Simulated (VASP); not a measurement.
# Cl (R-3m) in VASP: single point with PBEsol

Aim: the single point of Cl with PBEsol.

Program: VASP 6.6.1. These are calculated values, not measurements. Logs are shortened: lines on timing, memory, paths and dates and some standing lists are left out, and cuts for length are marked.

**1. The structure**

The structure is trigonal, space group R-3m (No. 166). Conventional cell: a = 3.550 Å, b = 3.550 Å, c = 6.876 Å, α = 90.00°, β = 90.00°, γ = 120.00°. Around Cl (site symmetry -3m) lie 6 Cl at 3.07 Å.

The cell was built by a generator and needn't be a form met in nature.

**2. Single point, PBEsol**

Input file INCAR:

```
SYSTEM = Cl
ALGO     = Normal         ! electronic algorithm
EDIFF    = 1E-6           ! SCF threshold, eV
ENCUT    = 520            ! plane-wave cutoff, eV
GGA      = PS             ! functional
ISIF     = 2              ! what is computed and relaxed
ISMEAR   = -1             ! smearing method
LASPH    = .True.         ! aspherical terms in the spheres
LCHARG   = .False.        ! write CHGCAR
LREAL    = .False.        ! projectors in reciprocal space
LWAVE    = .False.        ! write WAVECAR
NBANDS   = 10             ! bands
NELM     = 60             ! most SCF steps
PREC     = Accurate       ! precision mode
SIGMA    = 0.0276         ! smearing width, eV
```

Input file KPOINTS:

```
k-points
0
Gamma
  12 12 12
  0 0 0
```

Input file POSCAR:

```
Cl
1.0
    3.0746200000      0.0000000000      0.0000000000
    1.0253170000      2.8986250000      0.0000000000
    1.0253170000      0.7248940000      2.8065200000
Cl
1
Direct
    0.0000000000      0.0000000000      0.0000000000
```

Potentials or basis: VASP PAW PBE potentials, release 64 (Cl).

Started as:

```bash
cat potpaw_PBE.64/Cl/POTCAR > POTCAR
mpirun -np 1 vasp_std > vasp.out
```

OUTCAR:

```text
SYSTEM = Cl
   EDIFF = 1E-6
   ENCUT = 520
   GGA = PS
   ISIF = 2
   ISMEAR = -1
   LASPH = .True.
   LREAL = .False.
   NELM = 60
   PREC = Accurate

 ion  position               nearest neighbor table
   1  0.000  0.000  0.000-

  LATTYP: Found a trigonal (rhomboedric) cell.
 ALAT       =     3.0746200000
 COS(alpha) =     0.3334773914

  Lattice vectors:

 A1 = (   3.0746200000,   0.0000000000,   0.0000000000)
 A2 = (   1.0253170000,   2.8986250000,   0.0000000000)
 A3 = (   1.0253170000,   0.7248940000,   2.8065200000)

Analysis of symmetry for initial positions (statically):
=====================================================================
 Subroutine PRICEL returns:
 Original cell was already a primitive cell.

 Routine SETGRP: Setting up the symmetry group for a
 trigonal (rhombohedral) supercell.

 Subroutine GETGRP returns: Found 12 space group operations
 (whereof 12 operations were pure point group operations)
 out of a pool of 12 trial point group operations.

The static configuration has the point symmetry D_3d.

Analysis of symmetry for dynamics (positions and initial velocities):
=====================================================================
 Subroutine PRICEL returns:
 Original cell was already a primitive cell.

 Routine SETGRP: Setting up the symmetry group for a
 trigonal (rhombohedral) supercell.

 Subroutine GETGRP returns: Found 12 space group operations
 (whereof 12 operations were pure point group operations)
 out of a pool of 12 trial point group operations.

The dynamic configuration has the point symmetry D_3d.

 Subroutine INISYM returns: Found 12 space group operations
 (whereof 12 operations are pure point group operations),
 and found     1 'primitive' translations

----------------------------------------------------------------------------------------

                                     Primitive cell

  volume of cell :      25.0122

  direct lattice vectors                    reciprocal lattice vectors
     3.074620000  0.000000000  0.000000000     0.325243445 -0.115046835 -0.089107105
     1.025317000  2.898625000  0.000000000     0.000000000  0.344991160 -0.089107515
     1.025317000  0.724894000  2.806520000     0.000000000  0.000000000  0.356313157

  length of vectors
     3.074620000  3.074622227  3.074622054     0.356313273  0.356313134  0.356313157

  position of ions in fractional coordinates (direct lattice)
     0.000000000  0.000000000  0.000000000

  ion indices of the primitive-cell ions
[... 79 lines left out ...]
   NFREE  =      0    steps in history (QN), initial steepest desc. (CG)
   ISIF   =      2    stress and relaxation
   ISYM   =      2    0-nonsym 1-usesym 2-fastsym
   POTIM  = 0.5000    time-step for ionic-motion
   TEBEG  =    0.0;   TEEND  =   0.0 temperature during run
   PSTRESS=    0.0 pullay stress
   NELECT =       7.0000    total number of electrons
   NUPDOWN=      -1.0000    fix difference up-down
   EMIN   =  10.00;   EMAX   =-10.00  energy-range for DOS
   EFERMI =   0.00;   METHOD = LEGACY
   ISMEAR =    -1;   SIGMA  =   0.03  broadening in eV -4-tet -1-fermi 0-gaus
   EFERMI_NEDOS =   21; number of points for ismear=-14 and -15
   IALGO  =     38    algorithm
   IMIX   =      4    mixing-type and parameters
     AMIX     =   0.40;   BMIX     =  1.00
     AMIX_MAG =   1.60;   BMIX_MAG =  1.00
  volume/ion in A,a.u.               =      25.01       168.79
  Fermi-wavevector in a.u.,A,eV,Ry     =   1.070838  2.023590 15.601709  1.146693
  Thomas-Fermi vector in A             =   2.206560
   LORBIT       =      0    0 simple, 1 ext, 2 COOP (PROOUT), +10 PAW based schemes
   GGA     = PS    functional components
   LHFCALC =     F    Hartree Fock is set to
   AEXX    =    0.0000 exact exchange contribution
   IVDW    =     0    specifies the selected vdW correction
   LEPSILON=     F    determine dielectric tensor
   LRPA    =     F    only Hartree local field effects (RPA)
 non-spin polarized calculation
  energy-cutoff  :      520.00
  volume of cell :       25.01
 maximum number of plane-waves:       689
   NGX = 11   NGY = 11   NGZ = 11

 number of electron       6.9999999 magnetization

 Free energy of the ion-electron system (eV)
  ---------------------------------------------------
  ext. energy  EPLUGINS =         0.00000000
  ---------------------------------------------------
  free energy    TOTEN  =        -1.17245464 eV

  energy without entropy =       -1.16677660  energy(sigma->0) =       -1.16961562

 E-fermi :   0.1619     XC(G=0):  -8.9534

 val. band max:        0.1582361230   @ k =  -0.4167   0.0833   0.0833
 cond. band min:       0.1635427464   @ k =   0.4167   0.4167   0.0000
 fundamental gap:      0.0053066234
 Fermi energy:         0.1619278406

 k-point     1 :       0.0000    0.0000    0.0000
  band No.  band energies     occupation
      1     -14.5251      2.00000
      2       0.3017      0.01256
      3       0.3017      0.01256
      4       0.9423      0.00000
      5       8.4685      0.00000
      6      12.4040      0.00000
      7      12.4040      0.00000
      8      17.3041      0.00000
      9      18.1243      0.00000
     10      18.1243      0.00000
[... 287 lines left out ...]
 k-point    24 :      -0.4167    0.1667    0.0000
  band No.  band energies     occupation
      1     -13.4261      2.00000
      2      -3.3174      2.00000
      3      -0.6615      2.00000
      4       0.4348      0.00010
      5      11.2101      0.00000
      6      11.9517      0.00000
      7      14.1321      0.00000
      8      15.9171      0.00000
      9      18.2548      0.00000
     10      19.3807      0.00000

 [... further k-points ...]

------------------------ aborting loop because EDIFF is reached ----------------------------------------

  FORCE on cell =-STRESS in cart. coord.  units (eV):
  Direction    XX          YY          ZZ          XY          YZ          ZX
  --------------------------------------------------------------------------------------
  -------------------------------------------------------------------------------------
  Total       -1.2015759     -0.8566761     -0.7187680     -0.4875280     -0.2669642     -0.3776045
  in kB      -76.9679957    -54.8751329    -46.0413100    -31.2290326    -17.1006265    -24.1877867
  external PRESSURE =     -59.2948129 kB  Pullay stress =       0.0000000 kB

 VOLUME and BASIS-vectors are now :
 -----------------------------------------------------------------------------
  energy-cutoff  :      520.00
  volume of cell :       25.01
      direct lattice vectors                 reciprocal lattice vectors
     3.074620000  0.000000000  0.000000000     0.325243445 -0.115046835 -0.089107105
     1.025317000  2.898625000  0.000000000     0.000000000  0.344991160 -0.089107515
     1.025317000  0.724894000  2.806520000     0.000000000  0.000000000  0.356313157

 POSITION                                       TOTAL-FORCE (eV/Angst)
 -----------------------------------------------------------------------------------
      0.00000      0.00000      0.00000        -0.000000     -0.000000      0.000000
 -----------------------------------------------------------------------------------
    total drift:                                0.000000      0.000000      0.000000

  FREE ENERGIE OF THE ION-ELECTRON SYSTEM (eV)
  ---------------------------------------------------
  free  energy   TOTEN  =        -1.1724546408 eV

  energy  without entropy=       -1.1667765970  energy(sigma->0) =       -1.16961562
```

stdout:

```text
POSCAR found type information on POSCAR Cl
 POSCAR found :  1 types and       1 ions
 scaLAPACK will be used
 -----------------------------------------------------------------------------
|                                                                             |
|                                                                             |
|     You enforced a specific xc type in the INCAR file but a different       |
|     I HOPE YOU KNOW WHAT YOU ARE DOING!                                     |
|                                                                             |
 -----------------------------------------------------------------------------

 LDA part: xc-table for (Slater+PW92), standard interpolation
 POSCAR, INCAR and KPOINTS ok, starting setup
 FFT: planning ... GRIDC
 FFT: planning ... GRID_SOFT
 FFT: planning ... GRID
 WAVECAR not read
 entering main loop
```

Run time: 15 s. Hardware: 1 thread of Intel Xeon Platinum 8488C (Sapphire Rapids), shared host; peak memory 0.15 GiB.

What came out:

- Free energy: -1.1725 eV
- Pressure: -5.9 GPa
- Band gap on the k mesh: none (metal or under the smearing width)

Stress tensor (GPa, compression positive):
```
-7.70 -3.12 -2.42
-3.12 -5.49 -1.71
-2.42 -1.71 -4.60
```

Caveat: the PAW data sets were made with another functional, which shifts forces and pressure a little; an odd number of electrons without spin polarisation forces a metal; a magnetic or distorted state may lie lower.
